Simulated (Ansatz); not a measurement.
Born–Oppenheimer molecular dynamics of a periodic cell of 16 atoms, WC (start crystal WC, start structure P-6m2, volume 1 times the crystal's). It starts from an unrelaxed structure (largest force component 0.06 eV/Å).

The calculation used DFT PBE, scalar-relativistic, plane waves, PAW in Ansatz 0.2.0. Settings: accuracy low, PAW set soft_1, cutoff 420 eV, k mesh 2x2x2, fermi-dirac smearing 0.3 eV, no spin polarisation.

| Quantity | Value |
| --- | --- |
| ensemble | NVT, Langevin thermostat |
| time step | 1.12 fs |
| steps asked | 200 |
| set temperature | 3500 K |
| friction | 0.02 /fs |
| seed | 887541 |

Frames 5.6 fs apart, positions in Å, forces in eV/Å.

Velocities at 123.2 fs (Å/ps):

```
W -7.71 3.06 5.02
C 3.00 2.60 -7.05
W 6.42 1.68 -4.19
C 9.91 19.01 6.93
W 3.34 -2.18 -0.95
C -1.42 4.15 -15.89
W 4.20 9.38 5.19
C -35.44 29.15 -15.98
W -0.50 1.56 -1.66
C -18.47 -9.04 -10.20
W -5.55 -0.34 -5.26
C -16.35 -18.27 -5.24
W 0.28 -0.32 -1.47
C -0.87 17.82 18.26
W 1.20 -4.69 -2.70
C -17.46 13.51 -0.18
```

```xyz
16
Lattice="-2.9008 -5.0243 0.0000 4.3512 -2.5122 0.0000 0.0000 0.0000 5.6590" Properties=species:S:1:pos:R:3:forces:R:3 time_fs=123.2 energy_less_start_eV=10.115 T=3508
W -0.054 -4.896 -0.068 -2.37 -2.74 1.44
C 1.236 -4.430 1.477 3.78 3.75 -4.47
W 0.098 -4.893 2.880 -7.78 -3.55 -0.28
C 1.340 -4.166 4.234 0.71 1.81 0.32
W -1.467 -2.281 -0.083 -3.06 -5.15 0.20
C 0.152 -1.612 1.424 -1.95 -0.09 -3.00
W -1.439 -2.180 2.622 -4.02 -8.43 3.06
C -0.283 -1.409 4.084 1.86 -3.97 3.47
W 1.262 -2.566 -0.059 1.72 1.93 3.38
C 2.772 -1.772 1.702 0.35 2.20 -4.71
W 1.321 -2.343 2.944 0.64 -3.75 -2.65
C 2.572 -1.748 4.379 3.44 3.24 -0.12
W -0.109 -0.046 -0.114 0.32 5.10 2.30
C -1.403 -4.072 1.359 -0.52 -0.38 -0.36
W -0.125 -0.099 2.696 3.53 9.94 0.84
C -1.911 -3.972 4.099 3.36 0.10 0.57
16
Lattice="-2.9008 -5.0243 0.0000 4.3512 -2.5122 0.0000 0.0000 0.0000 5.6590" Properties=species:S:1:pos:R:3:forces:R:3 time_fs=128.8 energy_less_start_eV=11.048 T=3427
W -0.096 -4.884 -0.042 -1.24 -2.40 0.30
C 1.296 -4.385 1.382 1.96 3.00 -2.05
W 0.133 -4.890 2.861 -6.08 -2.62 -0.16
C 1.393 -4.026 4.278 -1.55 -1.28 -1.48
W -1.453 -2.300 -0.085 -3.73 -4.62 0.13
C 0.091 -1.617 1.273 -1.76 0.56 0.49
W -1.422 -2.129 2.647 -6.32 -9.73 0.60
C -0.445 -1.339 4.061 4.11 -3.22 5.03
W 1.271 -2.552 -0.056 1.94 1.85 4.01
C 2.681 -1.784 1.621 2.23 2.03 -3.75
W 1.293 -2.345 2.909 0.02 -2.34 -2.43
C 2.535 -1.788 4.360 4.05 4.46 -0.60
W -0.106 -0.033 -0.116 -0.45 5.28 1.62
C -1.424 -3.980 1.459 0.44 -1.84 -1.35
W -0.121 -0.103 2.683 3.13 11.22 -0.72
C -1.994 -3.884 4.104 3.24 -0.37 0.37
16
Lattice="-2.9008 -5.0243 0.0000 4.3512 -2.5122 0.0000 0.0000 0.0000 5.6590" Properties=species:S:1:pos:R:3:forces:R:3 time_fs=134.4 energy_less_start_eV=10.000 T=3848
W -0.135 -4.872 -0.020 -0.34 -2.10 -0.69
C 1.413 -4.271 1.201 -1.00 1.63 2.03
W 0.159 -4.890 2.833 -5.21 -1.99 -1.21
C 1.382 -3.933 4.197 -1.27 -2.17 -0.40
W -1.446 -2.322 -0.079 -5.37 -4.85 -0.12
C -0.015 -1.606 1.150 -0.01 0.44 3.40
W -1.409 -2.097 2.680 -7.34 -9.61 -1.05
C -0.518 -1.401 4.164 6.87 1.20 1.62
W 1.295 -2.524 -0.037 1.80 2.25 1.47
C 2.635 -1.767 1.477 2.79 1.81 -1.66
W 1.268 -2.347 2.877 1.25 -0.13 -2.49
C 2.570 -1.673 4.323 2.75 3.14 -1.00
W -0.101 0.007 -0.096 -1.01 5.27 0.22
C -1.490 -3.975 1.544 1.27 -1.94 -2.05
W -0.122 -0.072 2.670 2.11 8.86 1.74
C -1.976 -3.799 4.118 2.72 -1.79 0.18
16
Lattice="-2.9008 -5.0243 0.0000 4.3512 -2.5122 0.0000 0.0000 0.0000 5.6590" Properties=species:S:1:pos:R:3:forces:R:3 time_fs=140 energy_less_start_eV=8.961 T=4843
W -0.160 -4.870 -0.015 0.27 -1.21 -1.15
C 1.476 -4.139 1.099 -2.25 -0.12 4.69
W 0.176 -4.895 2.796 -5.84 -1.89 -1.63
C 1.341 -3.915 4.048 0.05 -1.16 2.55
W -1.465 -2.353 -0.064 -5.49 -5.01 -0.36
C -0.073 -1.587 1.110 1.31 0.28 4.55
W -1.416 -2.064 2.704 -5.09 -8.44 0.36
C -0.428 -1.447 4.352 5.84 1.40 -4.49
W 1.317 -2.493 -0.021 0.39 2.89 -2.90
C 2.671 -1.722 1.282 2.51 1.73 1.54
W 1.259 -2.344 2.844 2.40 1.83 -2.86
C 2.615 -1.480 4.262 1.26 0.22 -1.06
W -0.108 0.059 -0.085 -0.55 5.11 0.12
C -1.488 -4.058 1.600 1.13 -0.43 -2.50
W -0.129 -0.030 2.667 1.51 6.87 3.04
C -1.916 -3.803 4.135 2.56 -2.07 0.07
16
Lattice="-2.9008 -5.0243 0.0000 4.3512 -2.5122 0.0000 0.0000 0.0000 5.6590" Properties=species:S:1:pos:R:3:forces:R:3 time_fs=145.6 energy_less_start_eV=8.068 T=4417
W -0.175 -4.875 0.000 1.06 0.26 -2.06
C 1.468 -4.000 1.109 -1.23 -2.73 4.71
W 0.196 -4.890 2.742 -7.67 -2.39 -2.72
C 1.298 -3.972 3.886 2.38 1.52 6.77
W -1.488 -2.394 -0.045 -2.51 -1.50 -1.39
C -0.077 -1.568 1.200 1.12 0.28 2.00
W -1.430 -2.046 2.723 -3.06 -7.98 0.74
C -0.198 -1.486 4.402 1.40 -0.30 -4.12
W 1.328 -2.464 -0.017 0.06 3.75 -4.99
C 2.736 -1.656 1.185 1.46 1.32 2.77
W 1.260 -2.342 2.809 2.94 2.97 -2.19
C 2.686 -1.273 4.177 0.08 -3.74 -0.36
W -0.116 0.107 -0.089 0.54 3.10 0.20
C -1.421 -4.141 1.588 -0.73 1.00 -2.60
W -0.145 0.028 2.673 1.83 5.59 2.87
C -1.833 -3.870 4.140 2.31 -1.15 0.36
16
Lattice="-2.9008 -5.0243 0.0000 4.3512 -2.5122 0.0000 0.0000 0.0000 5.6590" Properties=species:S:1:pos:R:3:forces:R:3 time_fs=151.2 energy_less_start_eV=7.604 T=4158
W -0.187 -4.872 0.005 2.08 0.88 -3.38
C 1.404 -3.920 1.197 0.21 -3.35 2.37
W 0.210 -4.889 2.696 -8.45 -0.32 -2.84
C 1.309 -4.013 3.869 2.69 2.63 7.42
W -1.506 -2.438 -0.028 -0.72 1.24 -1.42
C -0.076 -1.544 1.318 0.70 0.42 -1.20
W -1.448 -2.047 2.754 -1.43 -7.41 0.46
C 0.051 -1.552 4.306 -2.93 0.96 -1.65
W 1.346 -2.436 -0.025 0.86 2.93 -3.65
C 2.810 -1.573 1.176 0.10 0.32 2.47
W 1.264 -2.338 2.768 3.87 2.51 -1.02
C 2.791 -1.158 4.080 -0.32 -6.60 1.75
W -0.120 0.145 -0.097 1.61 0.71 -0.61
C -1.394 -4.160 1.532 -2.25 1.70 -2.15
W -0.161 0.096 2.681 2.53 3.80 2.54
C -1.705 -3.935 4.111 1.45 -0.40 0.89
16
Lattice="-2.9008 -5.0243 0.0000 4.3512 -2.5122 0.0000 0.0000 0.0000 5.6590" Properties=species:S:1:pos:R:3:forces:R:3 time_fs=156.8 energy_less_start_eV=6.193 T=5419
W -0.184 -4.874 0.012 3.21 0.87 -5.76
C 1.329 -3.904 1.294 1.78 -1.82 -0.63
W 0.210 -4.874 2.645 -7.72 1.97 2.19
C 1.402 -4.017 4.018 0.22 1.42 3.74
W -1.506 -2.480 -0.018 -0.76 3.13 -1.61
C -0.109 -1.558 1.335 0.77 1.15 -1.63
W -1.469 -2.057 2.789 0.39 -6.58 -0.11
C 0.212 -1.523 4.166 -4.80 1.59 0.78
W 1.361 -2.411 -0.056 1.31 1.76 -1.59
C 2.855 -1.426 1.229 -0.51 -2.52 1.35
W 1.300 -2.323 2.723 3.89 1.42 -0.42
C 2.912 -1.227 4.010 -0.46 -5.12 2.88
W -0.112 0.177 -0.104 1.67 -0.38 -0.76
C -1.412 -4.122 1.407 -2.88 1.56 -0.22
W -0.170 0.165 2.688 3.67 1.27 1.61
C -1.541 -4.014 4.131 0.22 0.28 0.19
16
Lattice="-2.9008 -5.0243 0.0000 4.3512 -2.5122 0.0000 0.0000 0.0000 5.6590" Properties=species:S:1:pos:R:3:forces:R:3 time_fs=162.4 energy_less_start_eV=6.456 T=5120
W -0.171 -4.863 0.019 4.17 0.33 -6.76
C 1.319 -3.939 1.376 2.78 0.34 -2.76
W 0.188 -4.849 2.592 -7.17 0.54 8.36
C 1.569 -3.975 4.221 -2.20 0.05 0.10
W -1.490 -2.518 -0.019 -0.41 5.21 -2.05
C -0.100 -1.559 1.308 -0.13 1.40 -0.68
W -1.491 -2.073 2.822 1.98 -5.52 -1.13
C 0.299 -1.381 4.082 -4.40 0.14 1.61
W 1.378 -2.384 -0.077 1.19 1.33 -0.63
C 2.874 -1.340 1.269 -1.20 -4.16 0.71
W 1.329 -2.304 2.696 3.31 0.74 0.38
C 3.019 -1.502 4.039 -3.02 1.47 2.31
W -0.103 0.201 -0.109 2.09 -1.54 -0.51
C -1.488 -4.045 1.281 -1.82 0.10 2.13
W -0.182 0.235 2.685 5.94 -1.88 -0.18
C -1.386 -4.104 4.157 -1.13 1.45 -0.91
16
Lattice="-2.9008 -5.0243 0.0000 4.3512 -2.5122 0.0000 0.0000 0.0000 5.6590" Properties=species:S:1:pos:R:3:forces:R:3 time_fs=168 energy_less_start_eV=8.467 T=4024
W -0.154 -4.845 0.010 4.37 -0.90 -5.29
C 1.359 -3.948 1.411 2.38 0.92 -2.83
W 0.148 -4.822 2.564 -6.01 0.47 8.76
C 1.717 -3.914 4.376 -3.30 -0.93 -2.22
W -1.468 -2.558 -0.034 0.39 6.42 -1.25
C -0.066 -1.511 1.293 -1.26 0.81 0.07
W -1.512 -2.085 2.866 2.53 -4.81 -2.37
C 0.267 -1.245 4.051 -2.61 -2.55 1.26
W 1.395 -2.357 -0.090 0.62 1.78 0.32
C 2.883 -1.342 1.337 -2.31 -3.20 -1.23
W 1.358 -2.285 2.684 1.71 0.97 1.46
C 3.008 -1.716 4.140 -4.90 4.46 0.74
W -0.113 0.235 -0.110 2.97 -3.20 0.21
C -1.593 -4.058 1.198 0.13 -0.21 3.56
W -0.208 0.292 2.674 7.25 -2.97 -0.13
C -1.307 -4.205 4.132 -1.96 2.92 -1.05
16
Lattice="-2.9008 -5.0243 0.0000 4.3512 -2.5122 0.0000 0.0000 0.0000 5.6590" Properties=species:S:1:pos:R:3:forces:R:3 time_fs=173.6 energy_less_start_eV=9.809 T=4014
W -0.136 -4.830 -0.016 4.52 -2.31 -3.09
C 1.478 -3.916 1.323 -0.05 -0.42 0.25
W 0.102 -4.783 2.546 -3.07 1.55 5.87
C 1.799 -3.887 4.459 -3.39 -1.83 -3.69
W -1.449 -2.608 -0.042 0.69 7.36 -0.50
C -0.069 -1.438 1.342 -1.17 -0.03 -0.19
W -1.516 -2.112 2.902 2.25 -3.91 -3.30
C 0.195 -1.190 4.068 -1.76 -3.42 0.68
W 1.417 -2.352 -0.103 -1.52 2.46 2.49
C 2.804 -1.372 1.424 -1.95 -1.52 -3.39
W 1.399 -2.259 2.688 -0.53 0.31 1.82
C 2.873 -1.814 4.290 -2.24 4.98 -3.06
W -0.128 0.273 -0.105 3.39 -4.10 0.52
C -1.639 -4.085 1.198 1.25 0.01 3.83
W -0.231 0.342 2.657 6.68 -3.03 2.59
C -1.229 -4.283 4.088 -3.10 3.91 -0.81
16
Lattice="-2.9008 -5.0243 0.0000 4.3512 -2.5122 0.0000 0.0000 0.0000 5.6590" Properties=species:S:1:pos:R:3:forces:R:3 time_fs=179.2 energy_less_start_eV=10.178 T=3824
W -0.115 -4.807 -0.054 4.57 -3.38 -0.93
C 1.588 -3.885 1.219 -1.40 -1.67 2.95
W 0.044 -4.738 2.546 -1.16 1.12 3.63
C 1.770 -3.918 4.465 -3.20 -1.90 -3.53
W -1.420 -2.648 -0.043 -0.09 8.43 0.13
C -0.105 -1.376 1.399 -0.38 -0.76 -0.44
W -1.514 -2.147 2.930 2.20 -2.79 -4.26
C 0.078 -1.204 4.170 -0.93 -3.21 -0.92
W 1.434 -2.350 -0.101 -4.70 2.28 4.07
C 2.744 -1.390 1.404 -0.43 -0.14 -2.96
W 1.450 -2.239 2.689 -3.26 -0.43 1.96
C 2.722 -1.811 4.354 2.81 5.25 -5.20
W -0.149 0.302 -0.109 3.29 -3.43 0.98
C -1.625 -4.109 1.283 1.09 0.62 1.83
W -0.242 0.390 2.646 5.47 -3.68 3.98
C -1.197 -4.237 4.090 -3.91 3.70 -1.27
16
Lattice="-2.9008 -5.0243 0.0000 4.3512 -2.5122 0.0000 0.0000 0.0000 5.6590" Properties=species:S:1:pos:R:3:forces:R:3 time_fs=184.8 energy_less_start_eV=8.653 T=3817
W -0.089 -4.792 -0.092 3.40 -3.29 -0.44
C 1.628 -3.891 1.148 -1.84 -2.07 3.91
W -0.001 -4.693 2.565 -0.16 -0.34 3.23
C 1.638 -3.958 4.390 -2.50 -1.11 -2.16
W -1.382 -2.669 -0.051 -1.71 9.90 1.24
C -0.144 -1.330 1.446 0.42 -1.11 -0.67
W -1.519 -2.174 2.952 2.30 -2.06 -5.37
C -0.028 -1.328 4.272 -0.03 -1.56 -1.44
W 1.434 -2.339 -0.082 -4.48 2.14 1.71
C 2.687 -1.410 1.318 1.72 1.05 -0.95
W 1.493 -2.223 2.695 -4.88 -0.86 2.04
C 2.708 -1.717 4.338 2.72 4.33 -4.36
W -0.163 0.316 -0.122 3.45 -3.40 1.68
C -1.576 -4.065 1.414 0.12 1.06 -0.83
W -0.245 0.416 2.650 4.38 -3.77 3.67
C -1.263 -4.057 4.091 -2.90 1.10 -1.26
```

Of the whole run (224 fs, mean temperature of the second half 3868 K): The mean temperature of the second half is 11 % above the set value. A run of 0.22 ps of so small a system gives no equilibrium averages. Limits of this set-up: coarse k mesh, low accuracy level.

The run took 15 min on 1 thread of Arm Neoverse V2, on a shared host, peak memory 0.57 GiB.
